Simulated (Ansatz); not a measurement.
# CoSi: the order of phases at one pressure, part 3 of 3

Which of rocksalt, CsCl, WC, NiAs, zincblende has the lowest enthalpy for CoSi at one common pressure? Methods of the runs shown: PAW.

Ansatz 0.2.0; DFT PBE; a cell built from a prototype (rocksalt type), not taken from measurement. Earlier steps stand in the parts before.

## Step 11: More of the same log: NiAs relaxed under pressure, PAW files

Output, continued:

```text
SCF iter   5: F=—  HF=-11521.452390 eV  |F-HF|=—  |Δ(HF+E_count)|=  9.88e-10  Δρ=1.52e-6  dr2=3.60e-10  ethr=1.00e-12  ⟨swp⟩=2.0  Hψ=3600  notcnv=0
SCF iter   6: F=-11521.452390 eV  HF=-11521.452390 eV  |F-HF|=1.64e-11  |Δ(HF+E_count)|=  4.00e-10  Δρ=1.99e-7  dr2=9.62e-12  ethr=1.00e-12  ⟨swp⟩=3.1  Hψ=7304  notcnv=0
SCF 6 converged in 6 iterations: F = -11521.452390 eV  dr2 = 9.62e-12
relax step   6: F+E_penalty+E_count = -11521.45239003 eV  Δ(F+E_penalty+E_count) = -2.971e-4 eV  max|allowed force component| = 3.007e-17 eV/Å  Δτ_max = 0.0000 Å  P = +120.018 GPa  Ω = 35.637 Å³  stress off target by 7.70e-2 GPa  SCF on the basis re-selected at this cell (its energy is not comparable with the rows above)  (6 SCF iters)
basis re-selected at this cell: Δ(F+E_penalty+E_count) = -2.971e-4 eV, ΔP = +0.017 GPa vs the last step (what re-selecting the basis moved, of the pressure what is left beyond the Pulay correction that the steps carried, after the strain that the cell walked since its last selection, with what the two solves' SCF thresholds leave and, on support functions, any second-order correction that the steps lacked; it is no measure of the basis error at this ecutwfc). This SCF's stress stands 7.70e-2 GPa from its target on what of the cell is left free (relax.cell.stress_tol is 6.00e-2 GPa) and its largest allowed force component is 3.01e-17 eV/Å (relax.f_tol is 5.00e-3 eV/Å): not within both, so this SCF does not close the relaxation
Crystal: 4 atoms, lattice volume = 35.636 Å³
iter 1 solved again at ethr=1.29e-9 eV; its pass at ethr=3.10e-3 eV (dr2=5.41e-7 eV) is discarded
SCF iter   1: F=—  HF=-11521.452388 eV  |F-HF|=—  |Δ(HF+E_count)|=         —  Δρ=5.48e-5  dr2=7.86e-7  ethr=1.29e-9  ⟨swp⟩=3.2  Hψ=10344  notcnv=0
preconditioner: auto → Kerker (q_TF=auto, 2.804 Å⁻¹)  [metal: Δε(μ)=0.079 eV  Ē_g=8.714 eV  σ=0.100 eV  W_gap=0.19  n_scr=22 (ndim 8)  ℏωp=31.7 eV  f_vac=0.000  D(μ)=1.51/eV (n_scr^D=10)]
SCF iter   2: F=—  HF=-11521.452306 eV  |F-HF|=—  |Δ(HF+E_count)|=   8.23e-5  Δρ=3.14e-5  dr2=3.23e-7  ethr=1.29e-9  ⟨swp⟩=2.2  Hψ=2525  notcnv=0
SCF iter   3: F=—  HF=-11521.452306 eV  |F-HF|=—  |Δ(HF+E_count)|=   1.35e-7  Δρ=8.77e-6  dr2=2.02e-8  ethr=7.70e-10  ⟨swp⟩=2.0  Hψ=2761  notcnv=0
iter 4 did not close the SCF: its close was put off for the readings that it lacked (scf_convergence_deferred on its scf_iter line)
SCF iter   4: F=-11521.452306 eV  HF=-11521.452306 eV  |F-HF|=3.06e-10  |Δ(HF+E_count)|=   7.08e-9  Δρ=2.05e-6  dr2=7.52e-10  ethr=4.81e-11  ⟨swp⟩=2.0  Hψ=2967  notcnv=0
iter 5 did not close the SCF: its close was put off for the readings that it lacked (scf_convergence_deferred on its scf_iter line)
SCF iter   5: F=-11521.452306 eV  HF=-11521.452306 eV  |F-HF|=1.09e-11  |Δ(HF+E_count)|=  1.64e-11  Δρ=5.18e-7  dr2=5.02e-11  ethr=1.79e-12  ⟨swp⟩=2.6  Hψ=3165  notcnv=0
SCF iter   6: F=-11521.452306 eV  HF=-11521.452306 eV  |F-HF|=3.64e-12  |Δ(HF+E_count)|=  1.82e-12  Δρ=1.04e-7  dr2=2.04e-12  ethr=1.00e-12  ⟨swp⟩=1.5  Hψ=4349  notcnv=0
SCF 7 converged in 6 iterations: F = -11521.452306 eV  dr2 = 2.04e-12
relax step   7: F+E_penalty+E_count = -11521.45230590 eV  Δ(F+E_penalty+E_count) = +8.413e-5 eV  max|allowed force component| = 7.748e-17 eV/Å  Δτ_max = 0.0000 Å  P = +120.001 GPa  Ω = 35.636 Å³  energy of the carried Pulay correction = +5.790e-7 eV  (6 SCF iters, dr2 threshold 1.48e-8 eV, accepted)
iter 1 solved again at ethr=1.48e-7 eV; its pass at ethr=3.10e-3 eV (dr2=6.21e-5 eV) is discarded
SCF iter   1: F=—  HF=-11521.452387 eV  |F-HF|=—  |Δ(HF+E_count)|=         —  Δρ=3.74e-6  dr2=2.21e-9  ethr=1.48e-7  ⟨swp⟩=3.2  Hψ=13739  notcnv=0
eigensolver tolerance schedule: the retry pair's looser diagonalisation over-reported the residual by 28055.69 of it (diagonalisation noise at an unbounded share of the residual, at the tolerance the schedule requests for it); recorded, not acted on — ethr = c·dr2/N_el stays at c = 1.0e-1
preconditioner: auto → Kerker (q_TF=auto, 2.804 Å⁻¹)  [metal: Δε(μ)=0.078 eV  Ē_g=8.714 eV  σ=0.100 eV  W_gap=0.19  n_scr=22 (ndim 8)  ℏωp=31.7 eV  f_vac=0.000  D(μ)=1.51/eV (n_scr^D=10)]
SCF iter   2: F=—  HF=-11521.452303 eV  |F-HF|=—  |Δ(HF+E_count)|=   8.46e-5  Δρ=1.41e-6  dr2=3.11e-10  ethr=5.27e-12  ⟨swp⟩=3.3  Hψ=5102  notcnv=0
SCF iter   3: F=—  HF=-11521.452303 eV  |F-HF|=—  |Δ(HF+E_count)|=  1.82e-11  Δρ=8.20e-7  dr2=8.56e-11  ethr=1.00e-12  ⟨swp⟩=1.0  Hψ=1977  notcnv=0
iter 4 did not close the SCF: its close was put off for the readings that it lacked (scf_convergence_deferred on its scf_iter line)
SCF iter   4: F=-11521.452303 eV  HF=-11521.452303 eV  |F-HF|=0.00e0  |Δ(HF+E_count)|=  3.64e-12  Δρ=1.69e-7  dr2=6.98e-12  ethr=1.00e-12  ⟨swp⟩=1.0  Hψ=1976  notcnv=0
iter 5 did not close the SCF: its close was put off for the readings that it lacked (scf_convergence_deferred on its scf_iter line)
SCF iter   5: F=-11521.452303 eV  HF=-11521.452303 eV  |F-HF|=9.09e-12  |Δ(HF+E_count)|=  1.82e-12  Δρ=5.55e-8  dr2=9.78e-13  ethr=1.00e-12  ⟨swp⟩=1.0  Hψ=1976  notcnv=0
iter 6 did not close the SCF: its close was put off for the readings that it lacked (scf_convergence_deferred on its scf_iter line)
SCF iter   6: F=-11521.452303 eV  HF=-11521.452303 eV  |F-HF|=0.00e0  |Δ(HF+E_count)|=  1.82e-12  Δρ=2.56e-8  dr2=1.58e-13  ethr=1.00e-12  ⟨swp⟩=1.0  Hψ=1976  notcnv=0
iter 7 did not close the SCF: its close was put off for the readings that it lacked (scf_convergence_deferred on its scf_iter line)
SCF iter   7: F=-11521.452303 eV  HF=-11521.452303 eV  |F-HF|=3.64e-12  |Δ(HF+E_count)|=    0.00e0  Δρ=6.87e-9  dr2=8.76e-15  ethr=1.00e-12  ⟨swp⟩=1.0  Hψ=1976  notcnv=0
SCF iter   8: F=-11521.452303 eV  HF=-11521.452303 eV  |F-HF|=0.00e0  |Δ(HF+E_count)|=    0.00e0  Δρ=1.20e-9  dr2=2.89e-16  ethr=1.00e-12  ⟨swp⟩=1.0  Hψ=4260  notcnv=0
SCF 8 converged in 8 iterations: F = -11521.452303 eV  dr2 = 2.89e-16
relax step   8: F+E_penalty+E_count = -11521.45230275 eV  Δ(F+E_penalty+E_count) = +3.152e-6 eV  max|allowed force component| = 6.245e-17 eV/Å  Δτ_max = 0.0000 Å  P = +120.001 GPa  Ω = 35.636 Å³  stress off target by 2.20e-3 GPa  SCF on the basis re-selected at this cell (its energy is not comparable with the rows above)  (8 SCF iters)
basis re-selected at this cell: Δ(F+E_penalty+E_count) = +3.152e-6 eV, ΔP = +0.000 GPa vs the last step (what re-selecting the basis moved, of the pressure what is left beyond the Pulay correction that the steps carried, after the strain that the cell walked since its last selection, with what the two solves' SCF thresholds leave and, on support functions, any second-order correction that the steps lacked; it is no measure of the basis error at this ecutwfc). This SCF's stress stands 2.20e-3 GPa from its target on what of the cell is left free (relax.cell.stress_tol is 6.00e-2 GPa) and its largest allowed force component is 6.25e-17 eV/Å (relax.f_tol is 5.00e-3 eV/Å): within both
SCF converged after 8 iterations
Free energy (F): -11521.452303 eV
Harris-Foulkes:  -11521.452303 eV  (|F-HF|=0.00e0)
Internal energy: -11521.403015 eV  (E = F + TS)
E sigma→0 (E₀):  -11521.427659 eV
Entropy (-TS):   -0.049287 eV (-12.322 meV/atom)
Fermi energy:    20.885289 eV
--- Per-component energies (eV) ---
  E_band       = -333.364998
  E_kinetic    = 1046.912002
  E_local      = -6638.948623  (includes V_loc(G=0)·N_el)
  E_nonlocal   = 977.794800
  E_hartree    = 2913.194208
  E_xc         = -447.633007
  E_vxc        = -529.582269  (∫ρ·V_xc dr)
  E_paw        = -4073.786905  (= ΣΔE_a)
  E_vpaw       = -1015.929483  (= ΣTr[D̂ρ^β])
  E_aug_tail   = 0.000157  (compensation charges beyond the density's cutoff)
  E_ewald      = -5298.935647
  E_smearing   = -0.049287  (= −TS)
  E_closure    = -0.000000  (closes the sum)
  Σ components = -11521.452303   (vs F -11521.452303, Δ=0.00e0)
--- Forces (eV/Å), atoms counted from 1 ---
  atom   1  Co     0.00000000     0.00000000     0.00000000
  atom   2  Co     0.00000000    -0.00000000     0.00000000
  atom   3  Si    -0.00000000    -0.00000000     0.00000000
  atom   4  Si     0.00000000     0.00000000    -0.00000000
  max |Σ_I F_I| component: 1.05e-30 eV/Å
--- Stress (GPa, compression-positive) ---
      120.000500      -0.000000       0.000000
       -0.000000     120.000500      -0.000000
        0.000000      -0.000000     120.002200
  P = ⅓ Tr σ = 120.0011 GPa (1200.011 kbar)
--- Band table (eV; the first three rows and the last of 76) ---
  k-point 0: bands = ["-74.5587", "-74.5187", "-38.2293", "-37.8998", "-37.8746", "-37.8746", "-37.8403", "-37.8403", "5.8653", "11.8553", "12.1166", "15.8006", "16.1116", "16.1116", "17.2706", "17.2706", "17.6036", "17.6036", "19.4556", "19.4556", "21.9406", "26.3838", "26.3838", "27.8738", "28.9278", "29.7756"]
  k-point 1: bands = ["-74.5567", "-74.5207", "-38.2131", "-37.9163", "-37.8729", "-37.8729", "-37.8420", "-37.8420", "6.0063", "10.5225", "13.4689", "15.8495", "16.1839", "16.1839", "17.3398", "17.3398", "17.5286", "17.5286", "19.2781", "19.2781", "21.9621", "26.6880", "26.6880", "27.2616", "29.0429", "29.7485"]
  k-point 2: bands = ["-74.5510", "-74.5263", "-38.1678", "-37.9624", "-37.8682", "-37.8682", "-37.8467", "-37.8467", "6.4251", "9.1914", "14.7714", "15.9529", "16.3883", "16.3883", "17.3198", "17.3198", "17.5464", "17.5464", "18.8456", "18.8456", "22.1574", "25.7837", "27.4834", "27.4834", "29.3826", "29.6362"]
  k-point 75: bands = ["-74.5395", "-74.5311", "-38.0947", "-38.0230", "-37.8972", "-37.8972", "-37.8885", "-37.8885", "12.3973", "12.3973", "13.5888", "13.5888", "14.8465", "15.9036", "16.7203", "16.7203", "18.0691", "18.0691", "19.0560", "19.2708", "20.7236", "20.7236", "21.1857", "21.1857", "27.9550", "27.9550"]
--- Relaxed structure (6 steps of the walk, 6 accepted, 2 SCFs on fresh bases) ---
  F+E_penalty+E_count = -11521.45230275 eV   max|allowed force component| = 6.245e-17 eV/Å   (the final SCF, on the basis selected at the relaxed cell)
  cell:  # Å, volume = 35.6365 Å³
    - [2.9456265962486805, -2.8534493133810768e-11, 8.112374330769762e-30]
    - [-1.4728132980996287, 2.5509874624287123, -7.26069382600588e-19]
    - [-1.4253784408730272e-32, -1.2995086958374568e-18, 4.742512342916479]
  atoms:
    - { symbol: Co, position: [5.46994969436293e-34, 3.863479028538778e-34, -2.7756483114961594e-35] }
    - { symbol: Co, position: [5.296307347064899e-34, 3.851859888774472e-34, 0.5] }
    - { symbol: Si, position: [0.3333333333333333, 0.6666666666666666, 0.25] }
    - { symbol: Si, position: [0.6666666666666665, 0.3333333333333333, 0.7500000000000001] }
```

Wall time 34 s (1 thread of Intel Xeon Platinum 8259CL at 2.50GHz (Skylake/Cascade Lake), shared host); peak memory 0.42 GiB.

Step by step:

| step | energy from step 1 (eV/cell) | largest force component (eV/Å) | pressure (GPa) | volume (Å³) |
| --- | --- | --- | --- | --- |
| 1 | 0.0000 | 0.0000 | 123.97 | 35.52 |
| 2 | -0.1299 | 0.0000 | 120.59 | 35.67 |
| 3 | -0.1392 | 0.0000 | 119.61 | 35.67 |
| 4 | -0.1155 | 0.0000 | 119.96 | 35.64 |
| 5 | -0.1126 | 0.0000 | 120.00 | 35.64 |
| 6 | -0.1129 | 0.0000 | 120.02 | 35.64 |
| 7 | -0.1128 | 0.0000 | 120.00 | 35.64 |
| 8 | -0.1128 | 0.0000 | 120.00 | 35.64 |

Step 1 is the start. Steps 6, 8 repeat the geometry before on a plane-wave basis chosen anew for that cell, so the energy can jump there without any move; the table keeps such jumps.

| input's cell | before | after | change |
| --- | --- | --- | --- |
| a (Å) | 2.980 | 2.946 | -1.2 % |
| b (Å) | 2.980 | 2.946 | -1.2 % |
| c (Å) | 4.619 | 4.743 | +2.7 % |
| volume (Å³/atom) | 8.88 | 8.91 | +0.3 % |

Read from it: pressure 120.00 GPa; no gap.

## Step 12: Zincblende relaxed under pressure, PAW

input.yaml

```yaml
crystal:
  lattice:
    - [0.0, 2.1334413222, 2.1334413222]
    - [2.1334413222, 0.0, 2.1334413222]
    - [2.1334413222, 2.1334413222, 0.0]
  atoms:
    - { symbol: Co, position: [0.0, 0.0, 0.0] }
    - { symbol: Si, position: [0.25, 0.25, 0.25] }
kpoints:
  mp_grid: { grid: [14, 14, 14] }
scf:
  occupations: { method: fermi_dirac, width: 0.1 }
hamiltonian:
  xc: pbe
  pseudopotentials: { kind: paw }
output:
  forces: true
  stress: true
  eigenvalues: true
relax:
  f_tol: 0.005
  max_steps: 40
  cell: { p_target: 120.0, stress_tol: 0.06 }
```

Launch:

```bash
ansatz run input.yaml --threads 1 --pin off --max-ram 3584MiB --backend cpu --events-out ev --progress --plain --runs-dir out
```

The log of the run, cut to the lines that bear on the results:

```text
[...]
[... 4 set-up lines as earlier in the session ...]
[...]
Crystal: 2 atoms, lattice volume = 19.421 Å³
Basis set: ecut = 420 eV, 339 PW (Γ), exchange–correlation on 48×48×48 points (8 copies of the dense FFT grid, shifted against one another)
[...]
relax step   4: F+E_penalty+E_count = -5758.16165120 eV  Δ(F+E_penalty+E_count) = +8.803e-3 eV  max|allowed force component| = 1.897e-16 eV/Å  Δτ_max = 0.0000 Å  P = +120.002 GPa  Ω = 21.056 Å³  energy of the carried Pulay correction = -1.204e-3 eV  (6 SCF iters, dr2 threshold 2.00e-7 eV, accepted)
[...]
SCF iter   6: F=-5758.163794 eV  HF=-5758.163794 eV  |F-HF|=1.82e-12  |Δ(HF+E_count)|=  5.46e-12  Δρ=1.08e-7  dr2=4.74e-13  ethr=1.00e-12  ⟨swp⟩=5.4  Hψ=6074  notcnv=0
[...]
```

## Step 13: More of the same log: zincblende relaxed under pressure, PAW files

Output, continued, cut to the lines that bear on the results:

```text
relax step   5: F+E_penalty+E_count = -5758.16379388 eV  Δ(F+E_penalty+E_count) = -2.143e-3 eV  max|allowed force component| = 2.359e-16 eV/Å  Δτ_max = 0.0000 Å  P = +120.247 GPa  Ω = 21.056 Å³  stress off target by 2.47e-1 GPa  SCF on the basis re-selected at this cell (its energy is not [...]
  cell:  # Å, volume = 21.0662 Å³
    - [-4.705713740308351e-34, 2.1920578915106983, 2.1920578915106983]
    - [2.1920578915106983, -5.720354944693774e-33, 2.1920578915106983]
    - [2.1920578915106983, 2.1920578915106983, -3.718031583933709e-33]
  atoms:
    - { symbol: Co, position: [8.237447432775484e-34, -6.958574315358286e-34, -8.086991771902872e-34] }
    - { symbol: Si, position: [0.25, 0.25, 0.25] }
```

It took 42 s on 1 thread of Intel Xeon Platinum 8259CL at 2.50GHz (Skylake/Cascade Lake), shared host; peak memory 0.41 GiB.

Step by step:

| step | energy from step 1 (eV/cell) | largest force component (eV/Å) | pressure (GPa) | volume (Å³) |
| --- | --- | --- | --- | --- |
| 1 | 0.0000 | 0.0000 | 166.16 | 19.42 |
| 2 | -1.5689 | 0.0000 | 116.05 | 21.22 |
| 3 | -1.4557 | 0.0000 | 119.72 | 21.07 |
| 4 | -1.4469 | 0.0000 | 120.00 | 21.06 |
| 5 | -1.4491 | 0.0000 | 120.25 | 21.06 |
| 6 | -1.4567 | 0.0000 | 120.00 | 21.07 |
| 7 | -1.4567 | 0.0000 | 120.00 | 21.07 |

Step 1 is the start. Steps 5, 7 repeat the geometry before on a plane-wave basis chosen anew for that cell, so the energy can jump there without any move; the table keeps such jumps.

| input's cell | before | after | change |
| --- | --- | --- | --- |
| a (Å) | 3.017 | 3.100 | +2.7 % |
| b (Å) | 3.017 | 3.100 | +2.7 % |
| c (Å) | 3.017 | 3.100 | +2.7 % |
| volume (Å³/atom) | 9.71 | 10.53 | +8.5 % |

Read from it: pressure 120.00 GPa; no gap.

## Step 14: All runs together

Enthalpy per atom, H = F + pV at p = 120 GPa, from each method's lowest phase:

| method | start | space group, start → end | volume (Å³/atom) | pressure (GPa) | enthalpy (meV/atom) |
| --- | --- | --- | --- | --- | --- |
| PAW | rocksalt | Fm-3m → Fm-3m | 8.925 | 120.0 | 1419.3 |
| PAW | CsCl | Pm-3m → Pm-3m | 8.049 | 120.0 | 0.0 |
| PAW | WC | P-6m2 → P-6m2 | 8.272 | 120.0 | 276.7 |
| PAW | NiAs | P6_3/mmc → P6_3/mmc | 8.909 | 120.0 | 899.6 |
| PAW | zincblende | F-43m → F-43m | 10.533 | 120.0 | 3393.3 |

## Step 15: What came out

This closing draws on all 3 parts.

| quantity | value |
| --- | --- |
| pressure | 120 GPa |
| lowest (PAW) | CsCl, 276.7 meV/atom under WC |

By PAW the order is CsCl < WC < NiAs < rocksalt < zincblende. Only these structures were tried, with electrons smeared by 0.1 eV and without vibrations, so the true ground state may be another. The k meshes differ between phases and weren't tested, which can move differences by some meV. Spin polarisation is left out here, though a magnetic state may lie well lower.
